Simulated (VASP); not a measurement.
Input of a VASP 6.6.1 run:

Contents of INCAR:

```
ALGO     = Normal         # electronic algorithm
EDIFF    = 1E-7           # SCF threshold, eV
EDIFFG   = -0.005         # ionic threshold
ENCUT    = 600            # plane-wave cutoff, eV
GGA      = PS             # functional
IBRION   = 2              # ionic algorithm
ISIF     = 3              # what is computed and relaxed
ISMEAR   = 1              # smearing method
LASPH    = True           # aspherical terms in the spheres
LCHARG   = False          # write CHGCAR
LREAL    = False          # projectors in reciprocal space
LWAVE    = False          # write WAVECAR
NELM     = 80             # most SCF steps
NSW      = 90             # ionic steps
PREC     = Accurate       # precision mode
SIGMA    = 0.1            # smearing width, eV
```

Contents of KPOINTS:

```
k-points
0
Gamma
  18 18 18
```

File POSCAR:

```
Li                                      
1.0
   -1.7091975747      1.7091975747      1.7091975747
    1.7091975747     -1.7091975747      1.7091975747
    1.7091975747      1.7091975747     -1.7091975747
  Li            
     1
Direct
     1.0000000000000000    1.0000000000000000    0.0000000000000000
```

Potentials or basis: VASP PAW PBE potentials, release 64 (Li_sv).

Command:

```console
$ cat potpaw_PBE.64/Li_sv/POTCAR > POTCAR
$ mpirun -np 1 vasp_std > vasp.out
```

Task: What does it give for the band gap on the k mesh?

Result: None (metal or under the smearing width).

Task: What does it give for the relaxed volume?

Result: 19.99 Å³/atom.

Task: What does it give for the space group after relaxing (to 0.05 Å)?

Result: Im-3m (No. 229).

Task: Predict the relaxed cell.

Result: a = 2.961 Å, b = 2.961 Å, c = 2.961 Å, α = 109.47°, β = 109.47°, γ = 109.47°.

Final structure:
```
CELL_PARAMETERS angstrom
-1.70975 1.70975 1.70975
1.70975 -1.70975 1.70975
1.70975 1.70975 -1.70975
ATOMIC_POSITIONS crystal
Li 0.00000 0.00000 0.00000
```

Caveat: the cutoff is under 1.25 times the usual one of these potentials, so pressure, stress and relaxed cells hold a basis-set (Pulay) error; the PAW data sets were made with another functional, which shifts forces and pressure a little.
